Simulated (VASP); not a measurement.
Runs of VASP 6.6.1 on CdGeAs2. The structure is tetragonal, space group I-42d (No. 122). The conventional cell has a = 5.978 Å, b = 5.978 Å, c = 11.329 Å, α = 90.00°, β = 90.00°, γ = 90.00°. Around Cd (site symmetry -4) lie 4 As at 2.65 Å. As (site symmetry 2) is surrounded by 2 Ge at 2.45 Å and 2 Cd at 2.65 Å. Ge (site symmetry -4) has 4 As at 2.45 Å as nearest neighbours. The cell is a database's computed one.

| level | potentials or basis | gap on the mesh (eV) | pressure (GPa) | largest force (eV/Å) |
| --- | --- | --- | --- | --- |
| TB-mBJ | VASP PAW PBE potentials, release 64 (Cd, As, Ge_d) | (b) | - | - |
| PBEsol | VASP PAW PBE potentials, release 64 (Cd, As, Ge_d) | 0.19 | -0.5 | 0.17 |
| r2SCAN | VASP PAW PBE potentials, release 64 (Cd, As, Ge_d) | (a) | 0.0 | - |
| LDA | VASP PAW LDA potentials, release 64 (Cd, As, Ge_d) | 0.19 | -2.3 | 0.21 |

Alike in all rows: task band structure; no spin polarisation; cell as given; k mesh 6 × 6 × 6; cutoff (eV) 520; smearing gaussian 0.02 eV.

Question: Estimate the missing entries.

Answer: (a) 0.08; (b) 0.54.

Caveats: the PAW data sets were made with another functional, which shifts forces and pressure a little (some runs); the mesh misses the band edges, which the band path finds closer together (some runs).

A k mesh can miss the band edges, and the runs leave out spin-orbit coupling on As, Cd, Ge.

Runs at the PBE level aren't shown here.
